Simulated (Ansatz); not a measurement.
The system is PbO2.

```
Pb O
1.0
     4.99496    0.00000    0.00000
     0.00000    4.99496    0.00000
     0.00000    0.00000    3.40900
Pb O
2 4
Direct
  0.50000 0.50000 0.50000
  0.00000 0.00000 0.00000
  0.69257 0.69257 0.00000
  0.80743 0.19257 0.50000
  0.19257 0.80743 0.50000
  0.30743 0.30743 0.00000
```

The cell is a database's computed one.

Base run:

| Property | Result |
| --- | --- |
| Program | Ansatz 0.2.0 |
| Functional | LDA |
| Potentials or basis | all-electron LAPW, scalar-relativistic |
| Cutoff | 343 eV (chosen from the basis error) |
| Basis error allowed | 0.002 eV/atom |
| k mesh | 6 × 6 × 8 |
| Occupations | fermi-dirac, width 0.05 eV |
| Spin | no spin polarisation |

Its results: pressure -3.9 GPa; largest force 0.051 eV/Å.

Problem. The run is repeated on the same cell with these changes: functional from LDA to PBE. What comes out?

Solution. Pressure 5.7 GPa; largest force 0.041 eV/Å.

PBE binds less tightly than LDA, so the same cell stands under more pressure.
